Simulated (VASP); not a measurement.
# Be (Fm-3m) in VASP: relaxation of cell and atoms with revPBE+dDsC

Aim: the relaxation of cell and atoms of Be with revPBE+dDsC.

Everything below comes from runs of VASP 6.6.1. Logs are shortened: lines on timing, memory, paths and dates and some standing lists are left out, and cuts for length are marked.

## Step 1: Starting point

Symmetry: Fm-3m, No. 225, cubic system. The conventional cell has a = 3.158 Å, b = 3.158 Å, c = 3.158 Å, α = 90.00°, β = 90.00°, γ = 90.00°. Be (site symmetry m-3m) has 12 Be at 2.23 Å as nearest neighbours.

The cell was built by a generator and needn't be a form met in nature.

## Step 2: Relaxation of cell and atoms, revPBE+dDsC

Contents of INCAR:

```
SYSTEM = Be
PREC = Accurate
ENCUT = 600
EDIFF = 1E-6
ISMEAR = -1
SIGMA = 0.05
LREAL = .False.
LASPH = .True.
NELM = 100
ALGO = Fast
ISIF = 3
LWAVE = .False.
LCHARG = .False.
GGA = RE
IVDW = 4
IBRION = 2
NSW = 40
EDIFFG = -0.02
```

Contents of KPOINTS:

```
Automatic mesh
0
Gamma
  14 14 14
  0 0 0
```

Contents of POSCAR:

```
Be
1.0
    0.0000000000      1.5790500000      1.5790500000
    1.5790500000      0.0000000000      1.5790500000
    1.5790500000      1.5790500000      0.0000000000
Be
1
Direct
    0.0000000000      0.0000000000      0.0000000000
```

Potentials or basis: VASP PAW PBE potentials, release 64 (Be).

On the command line:

```bash
> cat potpaw_PBE.64/Be/POTCAR > POTCAR
> mpirun -np 1 vasp_std > vasp.out
```

OUTCAR:

```text
SYSTEM = Be
   PREC = Accurate
   ENCUT = 600
   EDIFF = 1E-6
   ISMEAR = -1
   LREAL = .False.
   LASPH = .True.
   NELM = 100
   ISIF = 3
   GGA = RE
   IVDW = 4
   IBRION = 2
   NSW = 40
   EDIFFG = -0.02
  IVDW =   4

 ion  position               nearest neighbor table
   1  0.000  0.000  0.000-

  LATTYP: Found a face centered cubic cell.
 ALAT       =     3.1581000000

  Lattice vectors:

 A1 = (   0.0000000000,   1.5790500000,   1.5790500000)
 A2 = (   1.5790500000,   0.0000000000,   1.5790500000)
 A3 = (   1.5790500000,   1.5790500000,   0.0000000000)

Analysis of symmetry for initial positions (statically):
=====================================================================
 Subroutine PRICEL returns:
 Original cell was already a primitive cell.

 Routine SETGRP: Setting up the symmetry group for a
 face centered cubic supercell.

 Subroutine GETGRP returns: Found 48 space group operations
 (whereof 48 operations were pure point group operations)
 out of a pool of 48 trial point group operations.

The static configuration has the point symmetry O_h .

Analysis of symmetry for dynamics (positions and initial velocities):
=====================================================================
 Subroutine PRICEL returns:
 Original cell was already a primitive cell.

 Routine SETGRP: Setting up the symmetry group for a
 face centered cubic supercell.

 Subroutine GETGRP returns: Found 48 space group operations
 (whereof 48 operations were pure point group operations)
 out of a pool of 48 trial point group operations.

The dynamic configuration has the point symmetry O_h .

 Subroutine INISYM returns: Found 48 space group operations
 (whereof 48 operations are pure point group operations),
 and found     1 'primitive' translations

----------------------------------------------------------------------------------------

                                     Primitive cell

  volume of cell :       7.8744

  direct lattice vectors                    reciprocal lattice vectors
     0.000000000  1.579050000  1.579050000    -0.316646085  0.316646085  0.316646085
     1.579050000  0.000000000  1.579050000     0.316646085 -0.316646085  0.316646085
     1.579050000  1.579050000  0.000000000     0.316646085  0.316646085 -0.316646085

  length of vectors
     2.233113926  2.233113926  2.233113926     0.548447107  0.548447107  0.548447107

  position of ions in fractional coordinates (direct lattice)
     0.000000000  0.000000000  0.000000000

  ion indices of the primitive-cell ions
   primitive index   ion index
                 1           1

----------------------------------------------------------------------------------------

 KPOINTS: Automatic mesh

Automatic generation of k-mesh.
 Grid dimensions read from file:
 generate k-points for:   14   14   14

 Generating k-lattice:

  Cartesian coordinates                     Fractional coordinates (reciprocal lattice)
    -0.022617577  0.022617577  0.022617577     0.071428571  0.000000000  0.000000000
     0.022617577 -0.022617577  0.022617577     0.000000000  0.071428571  0.000000000
     0.022617577  0.022617577 -0.022617577     0.000000000  0.000000000  0.071428571

  Length of vectors
     0.039174793  0.039174793  0.039174793

  Shift w.r.t. Gamma in fractional coordinates (k-lattice)
     0.000000000  0.000000000  0.000000000

 Subroutine IBZKPT returns following result:
 ===========================================
[... 55 lines left out ...]
   ISYM   =      2    0-nonsym 1-usesym 2-fastsym
   POTIM  = 0.5000    time-step for ionic-motion
   TEBEG  =    0.0;   TEEND  =   0.0 temperature during run
   PSTRESS=    0.0 pullay stress
   NELECT =       2.0000    total number of electrons
   NUPDOWN=      -1.0000    fix difference up-down
   EMIN   =  10.00;   EMAX   =-10.00  energy-range for DOS
   EFERMI =   0.00;   METHOD = LEGACY
   ISMEAR =    -1;   SIGMA  =   0.05  broadening in eV -4-tet -1-fermi 0-gaus
   EFERMI_NEDOS =   21; number of points for ismear=-14 and -15
   IALGO  =     68    algorithm
   IMIX   =      4    mixing-type and parameters
     AMIX     =   0.40;   BMIX     =  1.00
     AMIX_MAG =   1.60;   BMIX_MAG =  1.00
  volume/ion in A,a.u.               =       7.87        53.14
  Fermi-wavevector in a.u.,A,eV,Ry     =   1.036762  1.959196 14.624560  1.074875
  Thomas-Fermi vector in A             =   2.171168
   LORBIT       =      0    0 simple, 1 ext, 2 COOP (PROOUT), +10 PAW based schemes
   GGA     = RE    functional components
   LHFCALC =     F    Hartree Fock is set to
   AEXX    =    0.0000 exact exchange contribution
   IVDW    =     4    specifies the selected vdW correction
   LEPSILON=     F    determine dielectric tensor
   LRPA    =     F    only Hartree local field effects (RPA)
 conjugate gradient relaxation of ions
 non-spin polarized calculation
 RMM-DIIS sequential band-by-band and
  energy-cutoff  :      600.00
  volume of cell :        7.87
 maximum number of plane-waves:       279
 NGX is ok and might be reduce to    18
   NGX =  9   NGY =  9   NGZ =  9

--------------------------------------- Ionic step        1  -------------------------------------------

 number of electron       2.0000000 magnetization

 Free energy of the ion-electron system (eV)
  ---------------------------------------------------
  ext. energy  EPLUGINS =         0.00000000
  ---------------------------------------------------
  free energy    TOTEN  =        -3.46936480 eV

  energy without entropy =       -3.46826162  energy(sigma->0) =       -3.46881321

------------------------ aborting loop because EDIFF is reached ----------------------------------------

  dDsC method for vdW energy calculation

  Number of pair interactions contributing to vdW energy:   66618

  Edisp (eV):   -0.05397

  FORCE on cell =-STRESS in cart. coord.  units (eV):
  Direction    XX          YY          ZZ          XY          YZ          ZX
  --------------------------------------------------------------------------------------
  -------------------------------------------------------------------------------------
  Total       0.06721     0.06721     0.06721     0.00000     0.00000    -0.00000
  in kB      13.67432    13.67432    13.67432     0.00000     0.00000    -0.00000
  external pressure =       13.67 kB  Pullay stress =        0.00 kB

 VOLUME and BASIS-vectors are now :
 -----------------------------------------------------------------------------
  energy-cutoff  :      600.00
  volume of cell :        7.87
      direct lattice vectors                 reciprocal lattice vectors
     0.000000000  1.579050000  1.579050000    -0.316646085  0.316646085  0.316646085
     1.579050000  0.000000000  1.579050000     0.316646085 -0.316646085  0.316646085
     1.579050000  1.579050000  0.000000000     0.316646085  0.316646085 -0.316646085

 POSITION                                       TOTAL-FORCE (eV/Angst)
 -----------------------------------------------------------------------------------
      0.00000      0.00000      0.00000         0.000000      0.000000      0.000000
 -----------------------------------------------------------------------------------
    total drift:                               -0.000000      0.000000     -0.000000

  FREE ENERGIE OF THE ION-ELECTRON SYSTEM (eV)
  ---------------------------------------------------
  free  energy   TOTEN  =        -3.5233397656 eV

  energy  without entropy=       -3.5222365889  energy(sigma->0) =       -3.52278818

--------------------------------------- Ionic step        2  -------------------------------------------

 number of electron       2.0000000 magnetization

 Free energy of the ion-electron system (eV)
  ---------------------------------------------------
  ext. energy  EPLUGINS =         0.00000000
  ---------------------------------------------------
  free energy    TOTEN  =        -3.47032965 eV

  energy without entropy =       -3.46911763  energy(sigma->0) =       -3.46972364

 E-fermi :   7.5120     XC(G=0): -10.5924

 val. band max:        7.5036031566   @ k =   0.5000   0.0000   0.0000
 cond. band min:       7.5783719295   @ k =  -0.2857   0.5000   0.2143
 fundamental gap:      0.0747687729
 Fermi energy:         7.5119681480

 k-point     1 :       0.0000    0.0000    0.0000
  band No.  band energies     occupation
      1      -4.3087      2.00000
      2      27.0216      0.00000
      3      27.0216      0.00000
      4      27.0216      0.00000
      5      36.4073      0.00000
[... 177 lines left out ...]
 k-point    24 :       0.2857    0.1429    0.0000
  band No.  band energies     occupation
      1      -1.8138      2.00000
      2      17.6119      0.00000
      3      21.8585      0.00000
      4      25.4469      0.00000
      5      29.9292      0.00000

 [... further k-points ...]

------------------------ aborting loop because EDIFF is reached ----------------------------------------

  Hirshfeld-DOM and Hirshfeld charges and relative Volumes:
            ion         q(e)           q(e)           rel_vol
   -----------------------------------------------------------
      1     Be          0.000          0.000          1.059

  dDsC method for vdW energy calculation

  Number of pair interactions contributing to vdW energy:   65970

  Edisp (eV):   -0.05629

  FORCE on cell =-STRESS in cart. coord.  units (eV):
  Direction    XX          YY          ZZ          XY          YZ          ZX
  --------------------------------------------------------------------------------------
  -------------------------------------------------------------------------------------
  Total       0.00731     0.00731     0.00731     0.00000    -0.00000     0.00000
  in kB       1.47358     1.47358     1.47358     0.00000    -0.00000     0.00000
  external pressure =        1.47 kB  Pullay stress =        0.00 kB

 VOLUME and BASIS-vectors are now :
 -----------------------------------------------------------------------------
  energy-cutoff  :      600.00
  volume of cell :        7.95
      direct lattice vectors                 reciprocal lattice vectors
     0.000000000  1.584169644  1.584169644    -0.315622763  0.315622763  0.315622763
     1.584169644  0.000000000  1.584169644     0.315622763 -0.315622763  0.315622763
     1.584169644  1.584169644  0.000000000     0.315622763  0.315622763 -0.315622763

 POSITION                                       TOTAL-FORCE (eV/Angst)
 -----------------------------------------------------------------------------------
      0.00000      0.00000      0.00000         0.000000      0.000000      0.000000
 -----------------------------------------------------------------------------------
    total drift:                                0.000000     -0.000000     -0.000000

  FREE ENERGIE OF THE ION-ELECTRON SYSTEM (eV)
  ---------------------------------------------------
  free  energy   TOTEN  =        -3.5266181689 eV

  energy  without entropy=       -3.5254061494  energy(sigma->0) =       -3.52601216

 reached required accuracy - stopping structural energy minimisation
```

It took 7.5 s on 1 thread of Intel Xeon Platinum 8375C at 2.90GHz (Ice Lake), shared host; peak memory 0.11 GiB.

What came out:

* Free energy: -3.5266 eV
* Relaxed volume: 7.95 Å³/atom
* Relaxed cell: a = 2.240 Å, b = 2.240 Å, c = 2.240 Å, α = 60.00°, β = 60.00°, γ = 60.00°
* Space group after relaxing (to 0.05 Å): Fm-3m (No. 225)
* Energy gained by relaxing: 3.3 meV/atom
* Ionic steps: 2
* Pressure after relaxing: 0.1 GPa
* Band gap on the k mesh: none (metal or under the smearing width)
* Dispersion energy per atom: -0.056 eV

Step by step:
| step | energy change (eV) | largest force (eV/Å) | pressure (GPa) | volume (Å³) |
| --- | --- | --- | --- | --- |
| 1 | 0.0000 | 0.0000 | 1.37 | 7.87 |
| 2 | -0.0033 | 0.0000 | 0.15 | 7.95 |

Final structure:
```
Be
1.0
     0.00000    1.58417    1.58417
     1.58417    0.00000    1.58417
     1.58417    1.58417    0.00000
Be
1
Direct
  0.00000 0.00000 0.00000
```

Levels at points of the mesh, in eV from the Fermi level:
| k point | band 1 | band 2 | band 3 | band 4 | band 5 |
| --- | --- | --- | --- | --- | --- |
| (0.00, 0.00, 0.00) | -11.82 | 19.51 | 19.51 | 19.51 | 28.90 |
| (0.50, 0.00, 0.00) | -5.21 | -0.01 | 16.57 | 16.57 | 26.06 |
| (0.50, 0.50, 0.00) | -2.59 | 3.80 | 9.59 | 9.59 | 15.05 |

Caveat: the PAW data sets were made with another functional, which shifts forces and pressure a little; pairwise dispersion overbinds metals, which lowers pressure and volume.

## Step 3: For comparison

An earlier run on the cell as given: functional PBE; potentials or basis VASP PAW PBE potentials, release 64 (Be); cutoff 520 eV; k mesh 14 × 14 × 14; occupations fermi-dirac, width 0.05 eV; no spin polarisation.

- Pressure: 0.0 GPa
- Band gap on the k mesh: none (metal or under the smearing width)
